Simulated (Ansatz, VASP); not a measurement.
**Two plane-wave programs on MgSi2N2**

INCAR

```
  PREC = Accurate
  ENCUT = 520
  EDIFF = 1E-6
  ISMEAR = 0
  SIGMA = 0.1
  LREAL = F
  LASPH = T
  NELM = 150
  ALGO = Normal
  ISIF = 2
  LWAVE = F
  LCHARG = F
  ISPIN = 2
  MAGMOM = 0 0 0 1 1
  LORBIT = 11
  GGA = PE
  NBANDS = 22
```

File KPOINTS:

```
Automatic mesh
0
Gamma
  4 4 4
```

File POSCAR:

```
MgSi2N2
1.0
    2.6249371900     -3.3009344500      0.0000000000
    2.6249371900      3.3009344500      0.0000000000
    0.0000000000      0.0000000000      4.1256966300
Mg Si N
1 2 2
Direct
    0.5000000000      0.5000000000      0.5000000000
    0.2242521500      0.7757478500      0.0000000000
    0.7757478500      0.2242521500      0.0000000000
    0.0000000000      0.0000000000      0.1875532400
    0.0000000000      0.0000000000      0.8124467600
```

Input for Ansatz:

```yaml
crystal:
  lattice:
    - [2.62493719, -3.30093445, 0.0]
    - [2.62493719, 3.30093445, 0.0]
    - [0.0, 0.0, 4.12569663]
  atoms:
    - { symbol: Mg, position: [0.5, 0.5, 0.5] }
    - { symbol: Si, position: [0.22425215, 0.77574785, 0.0] }
    - { symbol: Si, position: [0.77574785, 0.22425215, 0.0] }
    - { symbol: "N", position: [0.0, 0.0, 0.18755324], spin: 1.0 }
    - { symbol: "N", position: [0.0, 0.0, 0.81244676], spin: 1.0 }
basis:
  ecutwfc: 420
kpoints:
  mp_grid: { grid: [4, 4, 4] }
hamiltonian:
  xc: pbe
scf:
  occupations: { method: gaussian, width: 0.1 }
  lower_state_search: "off"
output:
  forces: true
  stress: true
  eigenvalues: true
  populations: true
magnetization:
  spin_polarized: true
```

Alike in both runs: task single point; functional PBE; k mesh 4 × 4 × 4; occupations gaussian, width 0.1 eV; collinear spin.

|  | VASP | Ansatz |
| --- | --- | --- |
| version | VASP 6.6.1 | Ansatz 0.2.0 |
| potentials or method | VASP PAW PBE potentials, release 64 (Mg, Si, N) | scalar-relativistic, plane waves, PAW |
| plane-wave cutoff (eV) | 520 | 420 |
| valence electrons in the cell | 20 | 28 |

|  | VASP | Ansatz | Ansatz less VASP |
| --- | --- | --- | --- |
| gap on the k mesh at the Fermi level (eV) | none | none | - |
| pressure (GPa) | 17.4 | 17.4 | +0.03 |
| largest component of the traceless stress (GPa) | 27.22 | 27.20 | -0.013 |
| rms of the force components (eV/Å) | 1.967 | 1.941 | -0.0263 |
| net moment per atom (μB) | 0.00 | 0.00 | 0.000 |

Atom by atom the forces differ by 0.033 eV/Å (rms over components). A gap of «none» marks a metal or a gap that the smearing closes. With one functional, cell and mesh, what is left measures potentials, basis and numerics. The two sets of potentials don't hold the same shells in valence. Ansatz warned: «seeded_moment_not_kept».

Caveats: the k mesh is coarse (spacing up to 0.38 Å⁻¹), so the values aren't converged; so large a pressure means that the cell lies far from this level's equilibrium, or that cutoff or potentials fall short (VASP); forces of over 1 eV/Å show positions far from the minimum, so gaps and moduli don't describe the material at rest.
